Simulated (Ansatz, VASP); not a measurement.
Ru: VASP beside Ansatz

```
Ru
1.0
     2.68968    0.00000    0.00000
    -1.34484    2.32934    0.00000
     0.00000    0.00000    4.25238
Ru
2
Direct
  0.33333 0.66667 0.25000
  0.66667 0.33333 0.75000
```

Alike in both runs: functional PBEsol; k mesh 18 × 18 × 10; occupations gaussian, width 0.1 eV; no spin polarisation.

Ansatz relaxed the structure, and its values are those at the end. VASP's run is a single point on that final structure, the one shown.

```csv
,VASP,Ansatz
version,VASP 6.6.1,Ansatz 0.2.0
potentials or method,"VASP PAW PBE potentials, release 64 (Ru_pv)","scalar-relativistic, plane waves, PAW"
plane-wave cutoff (eV),520,420
valence electrons in the cell,28,32
```

Ansatz gave:

| Item | Value |
| --- | --- |
| gap on the k mesh at the Fermi level (eV) | none |
| pressure (GPa) | 0.0 |

Question: Estimate VASP's values.

Answer: gap on the k mesh at the Fermi level (eV): none; pressure (GPa): -0.1.

A gap of «none» marks a metal or a gap that the smearing closes. The two sets of potentials don't hold the same shells in valence. Ansatz warned: «pseudo_functional_mismatch».

Caveats: the PAW data sets were made with another functional, which shifts forces and pressure a little (VASP).
